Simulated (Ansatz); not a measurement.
HfO2: relaxation of cell and atoms with PBE

Crystal: HfO2.

```
Hf O
1.0
     5.21946    0.00000    0.00000
     0.00000    5.00476    0.00000
     0.00000    0.00000    5.03269
Hf O
4 8
Direct
  0.96699 0.73252 0.74144
  0.53301 0.73252 0.24144
  0.46699 0.26748 0.74144
  0.03301 0.26748 0.24144
  0.63213 0.92865 0.87927
  0.86787 0.92865 0.37927
  0.23395 0.53988 0.49229
  0.26605 0.53988 0.99229
  0.76605 0.46012 0.99229
  0.73395 0.46012 0.49229
  0.13213 0.07135 0.87927
  0.36787 0.07135 0.37927
```

Measurements of this composition are mostly on another form, of space group No. 14.

* Program: Ansatz 0.2.0
* Task: relaxation of cell and atoms
* Functional: PBE
* Potentials or basis: Ansatz PAW
* Cutoff: 420 eV (not typed: the program's choice for these potentials)
* k mesh: 4 × 5 × 4
* Occupations: fermi-dirac, width 0.05 eV
* Spin: no spin polarisation
* Target pressure: 10 GPa
* Target pressure (GPa): 10

| Item | Value |
| --- | --- |
| Relaxed volume | 10.91 Å³/atom |
| Relaxed cell | a = 5.214 Å, b = 5.001 Å, c = 5.019 Å, α = 90.00°, β = 90.00°, γ = 90.00° |
| Space group after relaxing (to 0.05 Å) | Pca2_1 (No. 29) |
| Energy change on relaxing (the enthalpy is what falls) | +2.2 meV/atom |
| Ionic steps | 9 |
| Pressure after relaxing | 10.0 GPa |
| Band gap on the k mesh | 4.55 eV, indirect (least direct gap 4.73 eV) |

Step by step:
| step | energy change (eV) | largest force (eV/Å) | volume (Å³) |
| --- | --- | --- | --- |
| 1 | 0.0000 | 0.1165 | 131.46 |
| 2 | 0.0115 | 0.0842 | 131.17 |
| 3 | 0.0164 | 0.0574 | 131.02 |
| 4 | 0.0369 | 0.0499 | 130.66 |
| 5 | 0.0189 | 0.0774 | 130.95 |
| 6 | 0.0223 | 0.0033 | 130.89 |
| 7 | 0.0252 | 0.0030 | 130.89 |
| 8 | 0.0264 | 0.0002 | 130.87 |
| 9 | 0.0265 | 0.0001 | 130.87 |

Final structure:
```yaml
crystal:
  lattice:
    - [5.21443, 0.00000, 0.00000]
    - [0.00000, 5.00080, 0.00000]
    - [0.00000, 0.00000, 5.01860]
  atoms:
    - { symbol: Hf, position: [0.96703, 0.73175, 0.74458] }
    - { symbol: Hf, position: [0.53297, 0.73175, 0.24458] }
    - { symbol: Hf, position: [0.46703, 0.26825, 0.74458] }
    - { symbol: Hf, position: [0.03297, 0.26825, 0.24458] }
    - { symbol: O, position: [0.62803, 0.92365, 0.87485] }
    - { symbol: O, position: [0.87197, 0.92365, 0.37485] }
    - { symbol: O, position: [0.23758, 0.54368, 0.49357] }
    - { symbol: O, position: [0.26242, 0.54368, 0.99357] }
    - { symbol: O, position: [0.76242, 0.45632, 0.99357] }
    - { symbol: O, position: [0.73758, 0.45632, 0.49357] }
    - { symbol: O, position: [0.12803, 0.07635, 0.87485] }
    - { symbol: O, position: [0.37197, 0.07635, 0.37485] }
```

Levels at points of the mesh, in eV from the valence-band top:
| k point | band 74 | band 75 | band 76 | band 77 | band 78 | band 79 |
| --- | --- | --- | --- | --- | --- | --- |
| (0.00, 0.00, 0.00) | -0.14 | -0.04 | 0.00 | 5.02 | 5.30 | 5.34 |
| (0.00, 0.00, -0.50) | -0.31 | -0.26 | -0.26 | 4.73 | 4.73 | 5.41 |
| (-0.50, 0.00, 0.00) | -0.64 | -0.36 | -0.36 | 5.27 | 5.27 | 5.67 |
| (-0.50, 0.00, -0.50) | -0.68 | -0.68 | -0.68 | 5.29 | 5.29 | 5.29 |

Wall time 83 s on 4 threads of Arm Neoverse V2 (shared host), peak memory 0.72 GiB.

Caveat: odd divisions of the mesh miss points on the zone boundary, where band edges often lie, so the gap on the mesh can be too wide; the plane-wave basis is chosen anew once the cell has moved, so the energies of steps on either side of that aren't comparable; the pressure holds a Pulay correction of +0.8 GPa for the finite cutoff; spin-orbit coupling is left out, which moves the levels of the heavy elements. A k mesh can miss the band edges.
